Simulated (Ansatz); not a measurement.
**PtSe2 (P-3m1), comparing deformations**

All numbers below come from DFT PBE, scalar-relativistic, plane waves, PAW in Ansatz 0.2.0. Cutoff 420 eV, Γ-centred 12×12×4 k-points, Gaussian smearing of 0.05 eV. Spin–orbit coupling is left out, which can shift energies with elements as heavy as these. No spin polarisation. Energies are free energies at this smearing, counted from the undisturbed cell; pressure is positive in compression.

Zero of the scan (relaxed at this level):

```
Pt Se
1.0
     3.75166    0.00000    0.00000
    -1.87583    3.24903    0.00000
     0.00000    0.00000    6.52688
Pt Se
1 2
Direct
  0.00000 0.00000 0.00000
  0.33333 0.66667 0.20019
  0.66667 0.33333 0.79981
```

The cell holds layers and no dispersion correction was added, so their binding is poorly described.

The cell is strained by ε times a Voigt pattern (xx, yy, zz, yz, xz, xy; engineering shear) with fractional coordinates fixed. τ = (1/V0) dE/dε comes from the stress tensor. Of each scan, only the three points used here are listed.

| pattern | ε | τ (GPa) |
| --- | --- | --- |
| (0, 0, 1, 0, 0, 0) | -0.0150 | -1.18 |
| (0, 0, 1, 0, 0, 0) | 0.0000 | 0.00 |
| (0, 0, 1, 0, 0, 0) | 0.0150 | 1.15 |
| (1, 0, 0, 0, 0, 0) | -0.0150 | -2.72 |
| (1, 0, 0, 0, 0, 0) | 0.0000 | 0.01 |
| (1, 0, 0, 0, 0, 0) | 0.0150 | 2.50 |

Problem. Which constants do the scans give, and which deformation costs least for the same size of strain tensor?

Solution. The slope dτ/dε at zero (parabola through three points) is pᵀCp: (0, 0, 1, 0, 0, 0) gives C33 = 78 GPa; (1, 0, 0, 0, 0, 0) gives C11 = 174 GPa. The size of the strain tensor, ε:ε, is ε² times 1.0, 1.0. Per unit of it the stiffnesses are 78, 174 GPa, so (0, 0, 1, 0, 0, 0) is the softest of these: at ε:ε = (1 %)² the quadratic term costs 0.64 meV/atom against 1.44 for the stiffest. These are clamped-ion values.

Forces appear on the atoms along this scan, and letting them relax would lower the energy and soften the response.

Cost: 19 runs of about 3.9 core-minutes in all, on Intel Xeon Platinum 8259CL (Skylake/Cascade Lake) (shared hosts).